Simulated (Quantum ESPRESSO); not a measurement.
Runs of Quantum ESPRESSO 7.5 on TiO. It takes space group P-6m2 (No. 187, hexagonal). The conventional cell has a = 3.031 Å, b = 3.031 Å, c = 3.238 Å, α = 90.00°, β = 90.00°, γ = 120.00°. Ti (site symmetry -6m2) is surrounded by 6 O at 2.38 Å. Around O (site symmetry -6m2) lie 6 Ti at 2.38 Å. 

```tsv
level	ASE optimiser	rVV10 parameter b	dispersion computed by	gap on the mesh (eV)	pressure (GPa)	relaxed volume (Å³/atom)
PBEsol	FIRE	-	-	none	-0.1	9.42
PBEsol+D3(BJ)	FIRE	-	-	none	-0.1	9.23
PBEsol+rVV10	LBFGS	6.3	-	none	-0.1	(b)
PBEsol+D3	BFGS	-	-	none	-0.1	(a)
PBEsol+D4	BFGS	-	dftd4 4.3.1 through ASE	none	-0.2	9.33
```

Alike in all rows: task relaxation of cell and atoms; potentials or basis GBRV 1.5 PBEsol; no spin polarisation; cell relaxed; k mesh 10 × 10 × 8; cutoff (eV) 612; smearing fermi-dirac 0.05 eV.

Q: Estimate the missing entries.

A: (a) 9.35; (b) 9.26.

Caveats: the volume moved by over 15 % at a fixed basis, so the end points are rough; semilocal functionals often make such compounds metallic where correlation or magnetic order opens a gap, which also shifts bond lengths; pairwise dispersion overbinds metals, which lowers pressure and volume (some runs); rVV10's parameter b was fitted to another functional (some runs).

A k mesh can miss the band edges.

A gap of «none» marks a metal or a gap under the smearing width.

Not every run made on this cell is shown here.
